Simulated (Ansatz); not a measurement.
Input and command of a calculation in Ansatz (plane waves; scalar-relativistic PAW potentials unless the input names others):

```yaml
crystal:
  lattice:
    - [2.5974490865, 0.0, 0.0]
    - [-1.2987245433, 2.249456894, 0.0]
    - [0.0, 0.0, 4.215385275]
  atoms:
    - { symbol: Cu, position: [0.3333333333, 0.6666666667, 0.25] }
    - { symbol: Cu, position: [0.6666666667, 0.3333333333, 0.75] }
basis:
  ecutwfc: 420
kpoints:
  mp_grid: { grid: [0, 24, 12] }
hamiltonian:
  xc: pbe
scf:
  occupations: { method: gaussian, width: 0.15 }
  max_iter: 60
output:
  forces: true
  eigenvalues: true
  stress: true
```

```bash
ansatz run input.yaml --threads 1 --pin off --max-ram 2560MiB --backend cpu --events-out ev --progress --plain --runs-dir out
```

Question: Will this input run?

Answer: The program refuses it, because of a mesh with a zero (kpoints.mp_grid.grid: [24, 24, 12] → [0, 24, 12]). With the sound run's settings it is accepted.

Abridged log:
```
Error: invalid value for `kpoints.mp_grid.grid`: each dimension must be in 1..=255
```